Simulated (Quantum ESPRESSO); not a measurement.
A run of Quantum ESPRESSO 7.5:

The input pw.in:

```
&CONTROL
  calculation = 'scf'
  prefix = 'pwscf'
  outdir = './tmp'
  pseudo_dir = './pseudo'
  tprnfor = .true.
  disk_io = 'low'
/
&SYSTEM
  ibrav = 0
  celldm(1) = 8
  nat = 3
  ntyp = 2
  ecutwfc = 88
  nbnd = 25
  input_dft = 'r2scan'
  occupations = 'smearing'
  smearing = 'fd'
  degauss = 0.00367493
  nspin = 2
  starting_magnetization(1) = 0.0556
  starting_magnetization(2) = 0
  nosym = .true.
/
&ELECTRONS
  conv_thr = 1d-08
  electron_maxstep = 120
  mixing_beta = 0.3
/
ATOMIC_SPECIES
Ni    58.6934 Ni_ONCV_PBE-1.2.upf
O     15.9990 O_ONCV_PBE-1.2.upf
CELL_PARAMETERS alat
  0.6611164009274   0.0000000000000   0.0000000000000
 -0.3305582004637   0.5725435980756   0.0000000000000
  0.0000000000000   0.0000000000000   1.0909088923442
ATOMIC_POSITIONS crystal
Ni     0.0000000000    0.0000000000    0.5000000000
O      0.3333333333    0.6666666667    0.2939610000
O      0.6666666667    0.3333333333    0.7060390000
K_POINTS automatic
7 7 4 0 0 0
```

File bands.in:

```
&CONTROL
  calculation = 'bands'
  prefix = 'pwscf'
  outdir = './tmp'
  pseudo_dir = './pseudo'
  disk_io = 'low'
  verbosity = 'high'
/
&SYSTEM
  ibrav = 0
  celldm(1) = 8
  nat = 3
  ntyp = 2
  ecutwfc = 88
  nbnd = 25
  input_dft = 'r2scan'
  occupations = 'smearing'
  smearing = 'fd'
  degauss = 0.00367493
  nspin = 2
  starting_magnetization(1) = 0.0556
  starting_magnetization(2) = 0
  nosym = .true.
/
&ELECTRONS
  conv_thr = 1d-08
  electron_maxstep = 120
  mixing_beta = 0.3
  diago_full_acc = .true.
  startingwfc = 'random'
/
ATOMIC_SPECIES
Ni    58.6934 Ni_ONCV_PBE-1.2.upf
O     15.9990 O_ONCV_PBE-1.2.upf
CELL_PARAMETERS alat
  0.6611164009274   0.0000000000000   0.0000000000000
 -0.3305582004637   0.5725435980756   0.0000000000000
  0.0000000000000   0.0000000000000   1.0909088923442
ATOMIC_POSITIONS crystal
Ni     0.0000000000    0.0000000000    0.5000000000
O      0.3333333333    0.6666666667    0.2939610000
O      0.6666666667    0.3333333333    0.7060390000
K_POINTS crystal
60
 0.0000000000  0.0000000000  0.0000000000 1
 0.0625000000  0.0000000000  0.0000000000 1
 0.1250000000  0.0000000000  0.0000000000 1
 0.1875000000  0.0000000000  0.0000000000 1
 0.2500000000  0.0000000000  0.0000000000 1
 0.3125000000  0.0000000000  0.0000000000 1
 0.3750000000  0.0000000000  0.0000000000 1
 0.4375000000  0.0000000000  0.0000000000 1
 0.5000000000  0.0000000000  0.0000000000 1
 0.4583333333  0.0833333333  0.0000000000 1
 0.4166666667  0.1666666667  0.0000000000 1
 0.3750000000  0.2500000000  0.0000000000 1
 0.3333333333  0.3333333333  0.0000000000 1
 0.2962962963  0.2962962963  0.0000000000 1
 0.2592592593  0.2592592593  0.0000000000 1
 0.2222222222  0.2222222222  0.0000000000 1
 0.1851851852  0.1851851852  0.0000000000 1
 0.1481481481  0.1481481481  0.0000000000 1
 0.1111111111  0.1111111111  0.0000000000 1
 0.0740740741  0.0740740741  0.0000000000 1
 0.0370370370  0.0370370370  0.0000000000 1
 0.0000000000  0.0000000000  0.0000000000 1
 0.0000000000  0.0000000000  0.1250000000 1
 0.0000000000  0.0000000000  0.2500000000 1
 0.0000000000  0.0000000000  0.3750000000 1
 0.0000000000  0.0000000000  0.5000000000 1
 0.0625000000  0.0000000000  0.5000000000 1
 0.1250000000  0.0000000000  0.5000000000 1
 0.1875000000  0.0000000000  0.5000000000 1
 0.2500000000  0.0000000000  0.5000000000 1
 0.3125000000  0.0000000000  0.5000000000 1
 0.3750000000  0.0000000000  0.5000000000 1
 0.4375000000  0.0000000000  0.5000000000 1
 0.5000000000  0.0000000000  0.5000000000 1
 0.4666666667  0.0666666667  0.5000000000 1
 0.4333333333  0.1333333333  0.5000000000 1
 0.4000000000  0.2000000000  0.5000000000 1
 0.3666666667  0.2666666667  0.5000000000 1
 0.3333333333  0.3333333333  0.5000000000 1
 0.3030303030  0.3030303030  0.5000000000 1
 0.2727272727  0.2727272727  0.5000000000 1
 0.2424242424  0.2424242424  0.5000000000 1
 0.2121212121  0.2121212121  0.5000000000 1
 0.1818181818  0.1818181818  0.5000000000 1
 0.1515151515  0.1515151515  0.5000000000 1
 0.1212121212  0.1212121212  0.5000000000 1
 0.0909090909  0.0909090909  0.5000000000 1
 0.0606060606  0.0606060606  0.5000000000 1
 0.0303030303  0.0303030303  0.5000000000 1
 0.0000000000  0.0000000000  0.5000000000 1
 0.5000000000  0.0000000000  0.5000000000 1
 0.5000000000  0.0000000000  0.3750000000 1
 0.5000000000  0.0000000000  0.2500000000 1
 0.5000000000  0.0000000000  0.1250000000 1
 0.5000000000  0.0000000000  0.0000000000 1
 0.3333333333  0.3333333333  0.0000000000 1
 0.3333333333  0.3333333333  0.1250000000 1
 0.3333333333  0.3333333333  0.2500000000 1
 0.3333333333  0.3333333333  0.3750000000 1
 0.3333333333  0.3333333333  0.5000000000 1
```

Potentials or basis: SG15 PBE 1.2.

Launch:

```bash
$ OMP_NUM_THREADS=1 mpirun -n 2 pw.x -nk 2 -in pw.in > pw.out
$ OMP_NUM_THREADS=1 mpirun -n 2 pw.x -nk 2 -in bands.in > bands.out
```

Hardware: 2 MPI ranks on Arm Neoverse V1, on a shared host.

Task: Estimate the wall time of this run.

Result: Wall time 8.7 min on 2 MPI ranks on Arm Neoverse V1, on a shared host, peak memory 0.44 GiB a rank. Counts: scf iterations 17, k pools 2, bands 25, k points 99, g dense 23621.
